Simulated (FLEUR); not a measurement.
# NaH (Fm-3m) in FLEUR: single point with HSE06

Aim: the single point of NaH with HSE06.

Program: FLEUR MaX-R8.1 (patched build s14). These are calculated values, not measurements. Logs are shortened: lines on timing, memory, paths and dates and some standing lists are left out, and cuts for length are marked.

## (1) Starting point

The structure is cubic, space group Fm-3m (No. 225). The conventional cell has a = 4.880 Å, b = 4.880 Å, c = 4.880 Å, α = 90.00°, β = 90.00°, γ = 90.00°. Around Na (site symmetry m-3m) lie 6 H at 2.44 Å. Around H (site symmetry m-3m) lie 6 Na at 2.44 Å.

## (2) Single point, HSE06

inp.xml

```xml
<?xml version="1.0" encoding="UTF-8" standalone="no"?>
<fleurInput fleurInputVersion="0.39">
   <comment>
      NaH                                                                                                 
   </comment>
   <calculationSetup>
      <cutoffs Kmax="4.1" Gmax="12.7" GmaxXC="12.7" numbands="33"/>
      <scfLoop itmax="30" minDistance="0.0001" maxIterBroyd="15" imix="Anderson" alpha="0.05" precondParam="0.0" spinf="2.0"/>
      <coreElectrons ctail="T" frcor="F" kcrel="0" coretail_lmax="0"/>
      <xcFunctional name="hse" relativisticCorrections="F"/>
      <magnetism jspins="1"/>
      <prodBasis gcutm="3.0" bands="29" tolerance="0.0001" lexp="16" ewaldlambda="3"/>
      <soc l_soc="F" theta="0.0" phi="0.0" spav="F"/>
      <expertModes spex="0" secvar="F"/>
      <geometryOptimization l_f="F" forcealpha="1.0" forcemix="BFGS" epsdisp="0.00001" epsforce="0.00001"/>
      <ldaU l_linMix="F" mixParam="0.05" spinf="1.0"/>
   </calculationSetup>
   <cell>
      <bzIntegration valenceElectrons="10.0" mode="hist" fermiSmearingEnergy="0.00183747">
         <kPointListSelection listName="default-1"/>
         <!-- k-points included here -->
         <xi:include xmlns:xi="http://www.w3.org/2001/XInclude" href="kpts.xml"> </xi:include>
      </bzIntegration>
      <!-- symmetry operations included here -->
      <xi:include xmlns:xi="http://www.w3.org/2001/XInclude" href="sym.xml"> </xi:include>
      <bulkLattice scale="1.0">
         <bravaisMatrix>
            <row-1>    0.0000000000000000     4.6109317440239996     4.6109317440239996</row-1>
            <row-2>    4.6109317440239996     0.0000000000000000     4.6109317440239996</row-2>
            <row-3>    4.6109317440239996     4.6109317440239996     0.0000000000000000</row-3>
         </bravaisMatrix>
      </bulkLattice>
   </cell>
   <atomSpecies>
      <species name="Sodium (Na)" element="Na" atomicNumber="11">
         <mtSphere radius="2.56" gridPoints="847" logIncrement="0.013"/>
         <atomicCutoffs lmax="10" lnonsphr="10"/>
         <electronConfig flipSpins="F">
            <coreConfig>(1s1/2)</coreConfig>
            <valenceConfig>(2s1/2) (2p1/2) (2p3/2) (3s1/2)</valenceConfig>
            <stateOccupation state="(3s1/2)" spinUp="0.500000" spinDown="0.500000"/>
         </electronConfig>
         <energyParameters s="3" p="2" d="3" f="4"/>
         <prodBasis lcutm="4" lcutwf="10" select="4 0 4 2"/>
         <lo type="SCLO" l="0" n="2" eDeriv="0"/>
         <lo type="HELO" l="1" n="3" eDeriv="0"/>
         <lo type="HELO" l="1" n="3" eDeriv="1"/>
         <lo type="SCLO" l="2" n="3" eDeriv="2"/>
         <lo type="SCLO" l="3" n="4" eDeriv="2"/>
      </species>
      <species name="Hydrogen (H)" element="H" atomicNumber="1">
         <mtSphere radius="1.71" gridPoints="565" logIncrement="0.015"/>
         <atomicCutoffs lmax="8" lnonsphr="8"/>
         <electronConfig flipSpins="F">
            <coreConfig></coreConfig>
            <valenceConfig>(1s1/2)</valenceConfig>
            <stateOccupation state="(1s1/2)" spinUp="0.500000" spinDown="0.500000"/>
         </electronConfig>
         <energyParameters s="1" p="2" d="3" f="4"/>
         <prodBasis lcutm="4" lcutwf="8" select="4 0 4 2"/>
         <lo type="SCLO" l="0" n="1" eDeriv="2"/>
         <lo type="SCLO" l="1" n="2" eDeriv="2"/>
      </species>
   </atomSpecies>
   <atomGroups>
      <atomGroup species="Sodium (Na)">
         <relPos label="                   1">.0000000000 .0000000000 .0000000000</relPos>
         <force calculate="T" relaxXYZ="TTT"/>
      </atomGroup>
      <atomGroup species="Hydrogen (H)">
         <relPos label="                   2">1.000/2.000 1.000/2.000 1.000/2.000</relPos>
         <force calculate="T" relaxXYZ="TTT"/>
      </atomGroup>
   </atomGroups>
   <output dos="F" band="F" slice="F">
      <checks vchk="F" cdinf="F"/>
      <bandDOS minEnergy="-.5*Htr" maxEnergy="0.5*Htr" sigma="0.015" storeEVData="T"/>
      <vacuumDOS vacdos="F" integ="F" star="F" nstars="0" locx1="0.0" locy1="0.0" locx2="0.0" locy2="0.0" nstm="0" tworkf="0.0"/>
      <unfoldingBand unfoldBand="F" supercellX="1" supercellY="1" supercellZ="1"/>
      <plotting iplot="0" polar="F">
         <plot TwoD="T" vec1="  1.0  0.0  0.0" vec2="  0.0  1.0  0.0" vec3="  0.0  0.0  1.0" zero="  0.0  0.0  0.0" file="plot"/>
      </plotting>
      <chargeDensitySlicing numkpt="0" minEigenval="0.0" maxEigenval="0.0" nnne="0" pallst="F"/>
      <specialOutput eonly="F"/>
      <magneticCircularDichroism mcd="F" energyLo="-10.0" energyUp="0.0"/>
   </output>
  <!-- We include the file relax.xml here to enable relaxations (see documentation) -->
  <xi:include xmlns:xi="http://www.w3.org/2001/XInclude" href="relax.xml"> <xi:fallback/> </xi:include>
</fleurInput>
```

crystal.txt

```
NaH
&input cartesian=F /
0.0000000000  2.4400000000  2.4400000000
2.4400000000  0.0000000000  2.4400000000
2.4400000000  2.4400000000  0.0000000000
1.8897261246
1.0 1.0 1.0

2
11 0.0000000000  0.0000000000  0.0000000000
1 0.5000000000  0.5000000000  0.5000000000

&kpt div1=6 div2=6 div3=6 gamma=T /
```

Potentials or basis: all-electron, FLAPW.

Launch:

```sh
$ inpgen -f crystal.txt -profile fastHighL; OMP_NUM_THREADS=2 fleur -warn_only
```

The program printed:

```text
Welcome to FLEUR        (www.flapw.de)
      MaX-Release 8.1          (www.max-centre.eu)
************FLEUR-Warning*****************
Error message: Hybrid calculations should always use HDF5
*****************************************
 bands (prodBasis in inp.xml) is read and not used: the non-local exchange is built in the LAPW basis itself, without a cut in the bands.

 ========== k-point set info ==========
 Selected k-point list: default-1
 k-point list type: mesh
 6 x 6 x 6
 Number of k points: 16

 ------------Calculation Setup---------------------------
 Number of OMP-threads    :            2
 Number of basis functions:          329
 Approximate size of matrices (H+S) per k-point:         0.002 GB
 --------------------------------------------------------
 Iteration:           1  Distance:   8.7864137070451047       hyb distance:  -1.0000000000000000
 Iteration:           2  Distance:   8.0897423024821080       hyb distance:   8.7864137070451047
 Iteration:           3  Distance:   1.3418899354665776       hyb distance:   8.0897423024821080
 Iteration:           4  Distance:  0.91247477031674573       hyb distance:   1.3418899354665776
 Iteration:           5  Distance:  0.68453617764187047       hyb distance:  0.91247477031674573
 Iteration:           6  Distance:  0.25151808208726556       hyb distance:  0.68453617764187047
 Iteration:           7  Distance:   7.4426267369345239E-002  hyb distance:  0.25151808208726556
 Iteration:           8  Distance:   7.7747199831594248E-003  hyb distance:   7.4426267369345239E-002
 Iteration:           9  Distance:   4.7594540291378898E-003  hyb distance:   7.7747199831594248E-003
 Iteration:          10  Distance:   1.8190474307712796E-003  hyb distance:   4.7594540291378898E-003
 Iteration:          11  Distance:   1.1733056937943927E-003  hyb distance:   1.8190474307712796E-003
 Iteration:          12  Distance:   4.5579742005156847E-005  hyb distance:   1.1733056937943927E-003
 iterHF =    1
 start of coulomb calculation
 coulomb pw-loop nk: (1/16)
 coulomb pw-loop nk: (2/16)
 coulomb pw-loop nk: (3/16)
 coulomb pw-loop nk: (4/16)
 coulomb pw-loop nk: (5/16)
 coulomb pw-loop nk: (6/16)
[... 8 lines left out ...]
 coulomb pw-loop nk: (15/16)
 coulomb pw-loop nk: (16/16)
 kpoint=            1
 calculate new HF matrix
 exchange_valence_hf
 Divergence:   1.2928102049798864
 core exchange calculation
 Screening parameter:   0.11000000000000000
 kpoint=            2
 exchange_valence_hf
 core exchange calculation
 Screening parameter:   0.11000000000000000
 kpoint=            3
 exchange_valence_hf
 core exchange calculation
 Screening parameter:   0.11000000000000000
 kpoint=            4
 exchange_valence_hf
 core exchange calculation
 Screening parameter:   0.11000000000000000
 kpoint=            5
 exchange_valence_hf
 core exchange calculation
 Screening parameter:   0.11000000000000000
 kpoint=            6
 exchange_valence_hf
 core exchange calculation
 Screening parameter:   0.11000000000000000
 kpoint=            7
 exchange_valence_hf
 core exchange calculation
 Screening parameter:   0.11000000000000000
 kpoint=            8
 exchange_valence_hf
 core exchange calculation
 Screening parameter:   0.11000000000000000
 kpoint=            9
 exchange_valence_hf
 core exchange calculation
 Screening parameter:   0.11000000000000000
 kpoint=           10
 exchange_valence_hf
 core exchange calculation
 Screening parameter:   0.11000000000000000
 kpoint=           11
 exchange_valence_hf
 core exchange calculation
 Screening parameter:   0.11000000000000000
 kpoint=           12
 exchange_valence_hf
 core exchange calculation
 Screening parameter:   0.11000000000000000
 kpoint=           13
 exchange_valence_hf
 core exchange calculation
 Screening parameter:   0.11000000000000000
 kpoint=           14
 exchange_valence_hf
 core exchange calculation
 Screening parameter:   0.11000000000000000
 kpoint=           15
 exchange_valence_hf
 core exchange calculation
 Screening parameter:   0.11000000000000000
 kpoint=           16
 exchange_valence_hf
 core exchange calculation
 Screening parameter:   0.11000000000000000
 Reset of history
 Iteration:           0  Distance:  0.98305099778606786       hyb distance:   4.5579742005156847E-005
 Iteration:           1  Distance:  0.89310676050781868       hyb distance:  0.98305099778606786
 Iteration:           2  Distance:  0.12397442563357090       hyb distance:  0.89310676050781868
 Iteration:           3  Distance:   2.6495713149504101E-002  hyb distance:  0.12397442563357090
 Iteration:           4  Distance:   1.9326750515642203E-002  hyb distance:   2.6495713149504101E-002
 Iteration:           5  Distance:   5.5468117295808146E-003  hyb distance:   1.9326750515642203E-002
 Iteration:           6  Distance:   1.1730606458226632E-003  hyb distance:   5.5468117295808146E-003
 Iteration:           7  Distance:   3.4353339959486168E-004  hyb distance:   1.1730606458226632E-003
 Iteration:           8  Distance:   1.3347107303230069E-005  hyb distance:   3.4353339959486168E-004
 Iteration:           9  Distance:  0.24608090237427993       hyb distance:   1.3347107303230069E-005
 iterHF =    2
 start of coulomb calculation
 coulomb pw-loop nk: (1/16)
 coulomb pw-loop nk: (2/16)
 coulomb pw-loop nk: (3/16)
 coulomb pw-loop nk: (4/16)
 coulomb pw-loop nk: (5/16)
 coulomb pw-loop nk: (6/16)
[... 8 lines left out ...]
 coulomb pw-loop nk: (15/16)
 coulomb pw-loop nk: (16/16)
 kpoint=            1
 calculate new HF matrix
 exchange_valence_hf
 core exchange calculation
 Screening parameter:   0.11000000000000000
 kpoint=            2
 exchange_valence_hf
 core exchange calculation
 Screening parameter:   0.11000000000000000
 kpoint=            3
 exchange_valence_hf
 core exchange calculation
 Screening parameter:   0.11000000000000000
 kpoint=            4
 exchange_valence_hf
 core exchange calculation
 Screening parameter:   0.11000000000000000
 kpoint=            5
 exchange_valence_hf
 core exchange calculation
 Screening parameter:   0.11000000000000000
 kpoint=            6
 exchange_valence_hf
 core exchange calculation
 Screening parameter:   0.11000000000000000
 kpoint=            7
 exchange_valence_hf
 core exchange calculation
 Screening parameter:   0.11000000000000000
 kpoint=            8
 exchange_valence_hf
[... 401 lines left out ...]
 start of coulomb calculation
 coulomb pw-loop nk: (1/16)
 coulomb pw-loop nk: (2/16)
 coulomb pw-loop nk: (3/16)
 coulomb pw-loop nk: (4/16)
 coulomb pw-loop nk: (5/16)
 coulomb pw-loop nk: (6/16)
[... 8 lines left out ...]
 coulomb pw-loop nk: (15/16)
 coulomb pw-loop nk: (16/16)
 kpoint=            1
 calculate new HF matrix
 exchange_valence_hf
 core exchange calculation
 Screening parameter:   0.11000000000000000
 kpoint=            2
 exchange_valence_hf
 core exchange calculation
 Screening parameter:   0.11000000000000000
 kpoint=            3
 exchange_valence_hf
 core exchange calculation
 Screening parameter:   0.11000000000000000
 kpoint=            4
 exchange_valence_hf
 core exchange calculation
 Screening parameter:   0.11000000000000000
 kpoint=            5
 exchange_valence_hf
 core exchange calculation
 Screening parameter:   0.11000000000000000
 kpoint=            6
 exchange_valence_hf
 core exchange calculation
 Screening parameter:   0.11000000000000000
 kpoint=            7
 exchange_valence_hf
 core exchange calculation
 Screening parameter:   0.11000000000000000
 kpoint=            8
 exchange_valence_hf
 core exchange calculation
 Screening parameter:   0.11000000000000000
 kpoint=            9
 exchange_valence_hf
 core exchange calculation
 Screening parameter:   0.11000000000000000
 kpoint=           10
 exchange_valence_hf
 core exchange calculation
 Screening parameter:   0.11000000000000000
 kpoint=           11
 exchange_valence_hf
 core exchange calculation
 Screening parameter:   0.11000000000000000
 kpoint=           12
 exchange_valence_hf
 core exchange calculation
 Screening parameter:   0.11000000000000000
 kpoint=           13
 exchange_valence_hf
 core exchange calculation
 Screening parameter:   0.11000000000000000
 kpoint=           14
 exchange_valence_hf
 core exchange calculation
 Screening parameter:   0.11000000000000000
 kpoint=           15
 exchange_valence_hf
 core exchange calculation
 Screening parameter:   0.11000000000000000
 kpoint=           16
 exchange_valence_hf
 core exchange calculation
 Screening parameter:   0.11000000000000000
 Reset of history
 Iteration:           0  Distance:   2.9938973988994150E-005  hyb distance:   9.2610530629117153E-005

 ********************************************************************
 Run finished successfully
 Stop message:
   all done
 ********************************************************************
```

It took 9.8 min on 2 threads of Intel Xeon Platinum 8375C at 2.90GHz (Ice Lake), shared host; peak memory 0.13 GiB.

What came out:

```yaml
Free_energy: -4436.5536 eV
Band_gap_on_the_k_mesh: 4.79 eV, indirect (least direct gap 5.67 eV)
Valence_electrons_inside_the_program's_atomic_spheres: Na 8.22; H 0.98 (radii Na 2.56, H 1.71 bohr)
```

Levels at points of the mesh, in eV from the valence-band top:
```tsv
k point	band 1	band 2	band 3	band 4	band 5	band 6	band 7	band 8	band 9	band 10
(0.00, 0.00, 0.00)	-54.25	-24.39	-24.39	-24.39	-3.81	11.75	16.75	16.75	16.75	17.74
(0.00, 0.00, 0.50)	-54.24	-24.47	-24.40	-24.40	-0.89	4.79	11.98	14.59	14.59	17.55
(0.00, 0.50, 0.50)	-54.24	-24.46	-24.42	-24.42	-0.13	5.64	11.14	11.83	11.83	13.02
```

Core levels (eV from the Fermi level):
```tsv
atom	levels
1 Na	1s1/2 -1025.9
```

Caveat: core states are solved in the semilocal potential.
